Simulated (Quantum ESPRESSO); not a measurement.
A run of Quantum ESPRESSO 7.5 is set up as follows.

File run.py:

```python
import numpy as np
from ase.calculators.espresso import Espresso, EspressoProfile
import spglib
from ase import Atoms
from ase.io import read

atoms = read('Al.cif')
cell, pos, num = spglib.standardize_cell((atoms.cell[:], atoms.get_scaled_positions(), atoms.numbers), to_primitive=True, symprec=1e-4)
atoms = Atoms(numbers=num, cell=cell, scaled_positions=pos, pbc=True)

input_data = {
    'control': {'calculation': 'scf', 'prefix': 'pwscf', 'outdir': './tmp', 'tprnfor': True, 'tstress': True, 'disk_io': 'nowf'},
    'system': {'ecutwfc': 55.0, 'ecutrho': 440.0, 'nbnd': 8, 'occupations': 'smearing', 'smearing': 'fd', 'degauss': 0.00367493},
    'electrons': {'conv_thr': 4e-10, 'electron_maxstep': 120, 'mixing_beta': 0.5},
}
pseudopotentials = {'Al': 'Al.pbe-n-kjpaw_psl.1.0.0.UPF'}
profile = EspressoProfile(command='pw.x', pseudo_dir='pseudo')
dft = Espresso(profile=profile, input_data=input_data, pseudopotentials=pseudopotentials, kpts=(11, 11, 6), koffset=(0, 0, 0))
atoms.calc = dft

print(f'energy {atoms.get_potential_energy():.8f} eV')
print('forces (eV/A)')
print(np.round(atoms.get_forces(), 6))
print('stress (eV/A^3, Voigt)')
print(np.round(atoms.get_stress(), 8))
print(f'Fermi level {dft.get_fermi_level():.4f} eV')
```

Al.cif

```cif
data_Al
_cell_length_a 2.81245535
_cell_length_b 2.81245535
_cell_length_c 4.86685000
_cell_angle_alpha 90.00000000
_cell_angle_beta 90.00000000
_cell_angle_gamma 120.00000000
_space_group_name_H-M_alt 'P6_3/mmc'
_space_group_name_Hall '-P 6c 2c'
_space_group_IT_number 194
loop_
_space_group_symop_operation_xyz
'x,y,z'
'-x,-y,-z'
'x-y,x,z+1/2'
'-x+y,-x,-z+1/2'
'-y,x-y,z'
'y,-x+y,-z'
'-x,-y,z+1/2'
'x,y,-z+1/2'
'-x+y,-x,z'
'x-y,x,-z'
'y,-x+y,z+1/2'
'-y,x-y,-z+1/2'
'-y,-x,-z+1/2'
'y,x,z+1/2'
'-x,-x+y,-z'
'x,x-y,z'
'-x+y,y,-z+1/2'
'x-y,-y,z+1/2'
'y,x,-z'
'-y,-x,z'
'x,x-y,-z+1/2'
'-x,-x+y,z+1/2'
'x-y,-y,-z'
'-x+y,y,z'
loop_
_atom_site_label
_atom_site_type_symbol
_atom_site_symmetry_multiplicity
_atom_site_Wyckoff_symbol
_atom_site_fract_x
_atom_site_fract_y
_atom_site_fract_z
_atom_site_occupancy
Al1 Al 2 c 0.3333333333 0.6666666667 0.2500000000 1
```

Potentials or basis: SSSP 1.3 efficiency PBE.

Command:

```bash
$ OMP_NUM_THREADS=1 python run.py
```

Problem. Predict the pressure.

Solution. 0.1 GPa.

Problem. Estimate the band gap on the k mesh.

Solution. None (metal or under the smearing width).

Stress tensor (GPa, compression positive):
```
 1.63  0.00  0.00
 0.00  1.63  0.00
 0.00  0.00 -2.95
```
